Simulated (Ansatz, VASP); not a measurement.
## Pb in VASP and in Ansatz

```xyz
1
Lattice="-1.9693 1.9693 1.9693 1.9693 -1.9693 1.9693 1.9693 1.9693 -1.9693" Properties=species:S:1:pos:R:3 pbc="T T T"
Pb    0.0000    0.0000    0.0000
```

Alike in both runs: task single point; functional RPBE; k mesh 12 × 12 × 12; occupations fermi-dirac, width 0.1 eV; no spin polarisation.

```csv
,VASP,Ansatz
version,VASP 6.6.1,Ansatz 0.2.0
potentials or method,"VASP PAW PBE potentials, release 64 (Pb_d)","plane waves (420 eV) with PAW, scalar-relativistic"
plane-wave cutoff (eV),520,420
valence electrons in the cell,14,14
```

|  | VASP | Ansatz | Ansatz less VASP |
| --- | --- | --- | --- |
| pressure (GPa) | 3.6 | 3.6 | +0.05 |

With one functional, cell and mesh, what is left measures potentials, basis and numerics.

Caveats: the PAW data sets were made with another functional, which shifts forces and pressure a little (VASP). The runs have no spin-orbit coupling, so splittings on Pb are missing.
